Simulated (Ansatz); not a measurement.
Crystal: Ba.

```
Ba
1.0
    -2.50650    2.50650    2.50650
     2.50650   -2.50650    2.50650
     2.50650    2.50650   -2.50650
Ba
1
Direct
  0.00000 0.00000 0.00000
```

```yaml
Program: Ansatz 0.2.0
Task: relaxation of cell and atoms
Functional: PBEsol
Potentials_or_basis: Ansatz PAW
Cutoff: "420 eV (not typed: the program's choice for these potentials)"
k_mesh: 8 × 8 × 8
Occupations: fermi-dirac, width 0.05 eV
Spin: no spin polarisation
```

At the start: volume 62.99 Å³/atom.

How do energy, volume and symmetry change on relaxing?

It ends after 5 steps and the volume is 57.93 Å³/atom (-8.0 %); space group Im-3m (No. 229, to 0.05 Å).

The path:
```csv
step,energy change (eV),largest force (eV/Å),volume (Å³)
1,0.0000,0.0000,62.99
2,-0.0050,0.0000,61.72
3,-0.0118,0.0000,57.61
4,-0.0119,0.0000,57.93
5,-0.0118,0.0000,57.93
```

Final structure:
```yaml
crystal:
  lattice:
    - [-2.43751, 2.43751, 2.43751]
    - [2.43751, -2.43751, 2.43751]
    - [2.43751, 2.43751, -2.43751]
  atoms:
    - { symbol: Ba, position: [0.00000, 0.00000, 0.00000] }
```

Caveat: the plane-wave basis is chosen anew once the cell has moved, so the energies of steps on either side of that aren't comparable; the PAW data sets come from PBE, with cores solved anew for the run's functional, which leaves a small shift of forces and pressure.
